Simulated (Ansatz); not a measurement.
The system is ZrS.

```
CELL_PARAMETERS angstrom
0.00000 2.62500 2.62500
2.62500 0.00000 2.62500
2.62500 2.62500 0.00000
ATOMIC_POSITIONS crystal
Zr 0.00000 0.00000 0.00000
S 0.50000 0.50000 0.50000
```

Base run:

```yaml
Program: Ansatz 0.2.0
Functional: PBEsol
Potentials_or_basis: all-electron LAPW, scalar-relativistic
Cutoff: 212 eV
Density_cutoff: 847 eV
Basis_error_allowed: 0.001 eV/atom
k_mesh: 9 × 9 × 9
Occupations: fermi-dirac, width 0.05 eV
Spin: no spin polarisation
```

Its results: band gap on the k mesh none (metal or under the smearing width); pressure -6.4 GPa.

**Question.** The run is repeated on the same cell with these changes: hubbard terms from none to Zr d U = 4 eV. What comes out?

**Answer.** Band gap on the k mesh none (metal or under the smearing width); pressure -1.9 GPa.

Caveats: U is the effective U less J, on atomic orbitals that reach past the spheres (some runs); U without spin polarisation on a metal has little footing (some runs).

Not every run made on this cell is shown here.
